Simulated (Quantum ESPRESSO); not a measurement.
A run of Quantum ESPRESSO 7.5:

run.py

```python
import numpy as np
from ase.calculators.espresso import Espresso, EspressoProfile
from ase.io import read

atoms = read('POSCAR')

input_data = {
    'control': {'calculation': 'scf', 'prefix': 'pwscf', 'outdir': './tmp', 'tprnfor': True, 'tstress': True, 'disk_io': 'low'},
    'system': {'ecutwfc': 45.0, 'ecutrho': 360.0, 'nbnd': 14, 'occupations': 'smearing', 'smearing': 'fd', 'degauss': 0.00367493},
    'electrons': {'conv_thr': 4e-10, 'electron_maxstep': 120, 'mixing_beta': 0.5},
}
pseudopotentials = {'C': 'c_pbesol_v1.2.uspp.F.UPF', 'Hf': 'hf_pbesol_v1.uspp.F.UPF'}
profile = EspressoProfile(command='mpirun -n 2 pw.x -nk 2', pseudo_dir='pseudo')
dft = Espresso(profile=profile, input_data=input_data, pseudopotentials=pseudopotentials, kpts=(10, 10, 10), koffset=(0, 0, 0))
atoms.calc = dft

from ase.optimize import LBFGS
from ase.filters import FrechetCellFilter
done = LBFGS(FrechetCellFilter(atoms), trajectory='opt.traj').run(fmax=0.02, steps=30)
print('converged', done)
print('cell (A)', np.round(atoms.cell.cellpar(), 5))
print(f'energy {atoms.get_potential_energy():.8f} eV')
print('forces (eV/A)')
print(np.round(atoms.get_forces(), 6))
print('stress (eV/A^3, Voigt)')
print(np.round(atoms.get_stress(), 8))
print(f'Fermi level {dft.get_fermi_level():.4f} eV')
```

POSCAR

```
HfC
1.0
    0.0000000000      2.3250000000      2.3250000000
    2.3250000000      0.0000000000      2.3250000000
    2.3250000000      2.3250000000      0.0000000000
Hf C
1 1
Direct
    0.5000000000      0.5000000000      0.5000000000
    0.0000000000      0.0000000000      0.0000000000
```

Potentials or basis: GBRV 1.5 PBEsol.

Command:

```console
$ OMP_NUM_THREADS=1 python run.py
```

Hardware: 2 MPI ranks on Intel(R) Xeon(R) 6975P-C (Granite Rapids) (shared host).

**Question.** How long does it take, and how much memory?

**Answer.** Wall time 18 s on 2 MPI ranks on Intel(R) Xeon(R) 6975P-C (Granite Rapids), with other jobs on the host, peak memory 0.26 GiB a rank. Counts: scf iterations 9, k pools 2, bands 14, ion steps 3, k points 47, g dense 19027.
